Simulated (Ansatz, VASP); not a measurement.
**One calculation of SnTe, two programs**

Contents of INCAR:

```
SYSTEM = SnTe
ALGO = Normal ; EDIFF = 1E-7
ENCUT = 520 ; GGA = PE
ISIF = 2 ; ISMEAR = -1
LASPH = .TRUE. ; LCHARG = .FALSE.
LREAL = .FALSE. ; LWAVE = .FALSE.
NBANDS = 17 ; NELM = 100
PREC = Accurate ; SIGMA = 0.02
```

The input KPOINTS:

```
k-points
0
G
  8 8 8
  0 0 0
```

File POSCAR:

```
SnTe
1.0
   -0.0608098984      3.1285204365      3.1285204365
    3.1285204365     -0.0608098984      3.1285204365
    3.1285204365      3.1285204365     -0.0608098984
Sn Te
1 1
Direct
    0.0000000000      0.0000000000      0.0000000000
    0.5000000000      0.5000000000      0.5000000000
```

Input for Ansatz:

```yaml
crystal:
  lattice:
    - [-0.0608098984, 3.1285204365, 3.1285204365]
    - [3.1285204365, -0.0608098984, 3.1285204365]
    - [3.1285204365, 3.1285204365, -0.0608098984]
  atoms:
    - { symbol: Sn, position: [0.0, 0.0, 0.0] }
    - { symbol: Te, position: [0.5, 0.5, 0.5] }
kpoints:
  mp_grid: { grid: [8, 8, 8] }
  band_path:
    path:
      - [0.0, 0.0, 0.0]
      - [0.5, 0.0, 0.5]
      - [0.625, 0.25, 0.625]
      - [0.375, 0.375, 0.75]
      - [0.5, 0.5, 0.5]
      - [0.5, 0.25, 0.75]
      - [-0.016032, -0.006917, 0.499186]
      - [0.493734, -0.49821, -0.494548]
    npoints: 1
hamiltonian:
  xc: pbe
scf:
  occupations: { method: fermi_dirac, width: 0.02 }
  n_extra_bands: 4
output:
  forces: true
  stress: true
  eigenvalues: true
```

Change from the starting cell: shear_111 strain -2.9%.

Alike in both runs: task single point; functional PBE; k mesh 8 × 8 × 8; occupations fermi-dirac, width 0.02 eV; no spin polarisation.

|  | VASP | Ansatz |
| --- | --- | --- |
| version | VASP 6.6.1 | Ansatz 0.2.0 |
| potentials or method | VASP PAW PBE potentials, release 64 (Sn_d, Te) | plane waves, PAW |
| plane-wave cutoff (eV) | 520 | 420 |
| valence electrons in the cell | 20 | 30 |

|  | VASP | Ansatz | Ansatz less VASP |
| --- | --- | --- | --- |
| pressure (GPa) | 1.9 | 1.9 | +0.02 |
| largest component of the traceless stress (GPa) | 0.26 | 0.26 | 0.000 |

The functional is the same, so the differences come from potentials, cutoffs and numerics. The two sets of potentials don't hold the same shells in valence.

The runs have no spin-orbit coupling, so splittings on Te are missing.
